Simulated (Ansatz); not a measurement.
An Ansatz input:

```yaml
crystal:
  lattice:
    - [0.0, 2.5200299249, 2.5200299249]
    - [2.5200299249, 0.0, 2.5200299249]
    - [2.5200299249, 2.5200299249, 0.0]
  atoms:
    - { symbol: Hg, position: [0.0, 0.0, 0.0] }
hamiltonian:
  xc: pbe
  pseudopotentials:
    kind: paw_fr
    azcp:
      Hg: "pseudopotentials/Hg.paw.azcp"
basis:
  ecutwfc: 420
  fft_grid_basis: typed
kpoints:
  mp_grid: { grid: [11, 11, 11], shift: [0, 0, 0] }
magnetization:
  noncollinear: true
  spin_orbit: true
scf:
  occupations: { method: fermi_dirac, width: 0.1 }
```

and its output:

```
Engine: ansatz 0.2.0, x86_64-unknown-linux-gnu
Pseudopotentials: kind: paw_fr
Pseudopotential: Hg, paw_fr, valence charge 20, recommended cutoff 420 eV (normal) 
Functional definition: PBE
  parameter kappa = 0.804
  parameter beta = 0.06672455060314922
  exchange = pbe_x(kappa = kappa, mu = beta*pi^2/3)
  correlation = pbe_c(beta = beta)
non-collinear run that drives no moment, with spin-orbit: no starting moment large enough to seed its density (crystal.atoms[].spin), no starting occupations that ask for one, no magnetisation constraint and no magnetic field, so the semilocal B_xc is pinned to zero
Crystal: 1 atoms, lattice volume = 32.007 Å³
Basis set: ecut = 420 eV, 609 PW (Γ)
Bands: 28, of which v1, the nominal top of the filled ones, is band 20 counted from 1 (19 counted from 0)
Symmetry: 48 space group operations + 48 with time reversal
Magnetic group: BNS 225.117 (UNI 1619), of the structure as read, at distance tolerance 3.2e-5 Å
k-points: 56 of 1331
Projection manifold: j_resolved (fully-relativistic pseudo-atomic orbitals)
Non-local potential: Hg, projectors of the file, l = 0: 3, l = 1: 4, l = 2: 4, l = 3: 2
PAW form: soft (Blöchl's): semilocal exchange-correlation on the pseudo side does not see the compensation charge
PAW one-centre angular grid: Hg, 590 points (default); XC on 64 Gauss nodes
Initial density: superposition of atomic densities (chi_scale 0.1, normalization cell)
Initial wavefunctions: pseudopotential atomic-orbital guess
Functional: x = pbe(κ = 0.804, μ = 0.2195149727645171), c = pbe(β = 0.06672455060314922)
SCF iter   1: F=—  HF=-13854.007749 eV  |F-HF|=—  |Δ(HF+E_count)|=         —  Δρ=9.24e-3  dr2=4.10e-2  dr2_m=0.00e0 (ungated)  ethr=3.10e-3  |M|=0.00e0 ∫|m|=0.00e0 μB  |m|>n=0.0e0 m-floor=0.0e0 τ_xc=0.0e0  β_m=0.30  ⟨swp⟩=7.8  Hψ=3821  notcnv=0  defer=24
SCF iter   2: F=—  HF=-13853.999401 eV  |F-HF|=—  |Δ(HF+E_count)|=   8.35e-3  Δρ=4.13e-3  dr2=6.91e-3  dr2_m=0.00e0 (ungated)  ethr=2.05e-4  |M|=0.00e0 ∫|m|=0.00e0 μB  |m|>n=0.0e0 m-floor=0.0e0 τ_xc=0.0e0  β_m=0.40  ⟨swp⟩=2.0  Hψ=1345  notcnv=0  defer=40
SCF iter   3: F=—  HF=-13853.998636 eV  |F-HF|=—  |Δ(HF+E_count)|=   7.64e-4  Δρ=1.68e-3  dr2=6.16e-4  dr2_m=0.00e0 (ungated)  ethr=3.46e-5  |M|=0.00e0 ∫|m|=0.00e0 μB  |m|>n=0.0e0 m-floor=0.0e0 τ_xc=0.0e0  β_m=0.56  ⟨swp⟩=2.4  Hψ=1040  notcnv=0  defer=40
SCF iter   4: F=—  HF=-13853.998768 eV  |F-HF|=—  |Δ(HF+E_count)|=   1.31e-4  Δρ=1.95e-4  dr2=3.99e-6  dr2_m=0.00e0 (ungated)  ethr=3.08e-6  |M|=0.00e0 ∫|m|=0.00e0 μB  |m|>n=0.0e0 m-floor=0.0e0 τ_xc=0.0e0  β_m=0.74  ⟨swp⟩=2.9  Hψ=1276  notcnv=0  defer=40
SCF iter   5: F=—  HF=-13853.998775 eV  |F-HF|=—  |Δ(HF+E_count)|=   7.82e-6  Δρ=3.37e-5  dr2=1.10e-7  dr2_m=0.00e0 (ungated)  ethr=2.00e-8  |M|=0.00e0 ∫|m|=0.00e0 μB  |m|>n=0.0e0 m-floor=0.0e0 τ_xc=0.0e0  β_m=0.87  ⟨swp⟩=2.1  Hψ=1028  notcnv=0  defer=40
SCF iter   6: F=-13853.998776 eV  HF=-13853.998776 eV  |F-HF|=1.89e-10  |Δ(HF+E_count)|=   1.87e-7  Δρ=1.71e-6  dr2=5.74e-10  dr2_m=0.00e0 (ungated)  ethr=5.00e-10  |M|=0.00e0 ∫|m|=0.00e0 μB  |m|>n=0.0e0 m-floor=0.0e0 τ_xc=0.0e0  ⟨swp⟩=2.8  Hψ=1618  notcnv=0
SCF 1 converged in 6 iterations: F = -13853.998776 eV  dr2 = 5.74e-10
SCF converged after 6 iterations
Magnetization: |M| = 0.0000 μB,  M = (+0.0000, +0.0000, +0.0000) μB
Absolute magnetization: 0.0000 μB (∫|m|)
  site 0: m = (+0.0000, +0.0000, +0.0000) μB, |m| = 0.0000 μB  (R = 1.47 Å)
Free energy (F): -13853.998776 eV
Harris-Foulkes:  -13853.998776 eV  (|F-HF|=1.89e-10)
Internal energy: -13853.994214 eV  (E = F + TS)
E sigma→0 (E₀):  -13853.996495 eV
Entropy (-TS):   -0.004561 eV (-4.561 meV/atom)
Fermi energy:    9.268331 eV
--- Per-component energies (eV) ---
  E_band       = -484.699566
  E_kinetic    = 605.266165
  E_local      = -2953.838802  (includes V_loc(G=0)·N_el)
  E_nonlocal   = 57.474279
  E_hartree    = 1253.210346
  E_xc         = -220.519872
  E_vxc        = -262.246961  (∫ρ·V_xc dr)
  E_paw        = -9975.761643  (= ΣΔE_a)
  E_vpaw       = -437.774675  (= ΣTr[D̂ρ^β])
  E_aug_tail   = 0.000887  (compensation charges beyond the density's cutoff)
  E_ewald      = -2619.825574
  E_smearing   = -0.004561  (= −TS)
  E_closure    = 0.000000  (closes the sum)
  Σ components = -13853.998776   (vs F -13853.998776, Δ=0.00e0)
```

Launched by

```sh
ansatz run input.yaml --threads 1 --pin off --max-ram 3584MiB --backend cpu --events-out ev --progress --plain --runs-dir out
```

On 1 thread of Intel(R) Xeon(R) Platinum 8259CL CPU @ 2.50GHz (Skylake/Cascade Lake) (shared host) this took about 7.4 s of wall time and 6.3 s of CPU time.
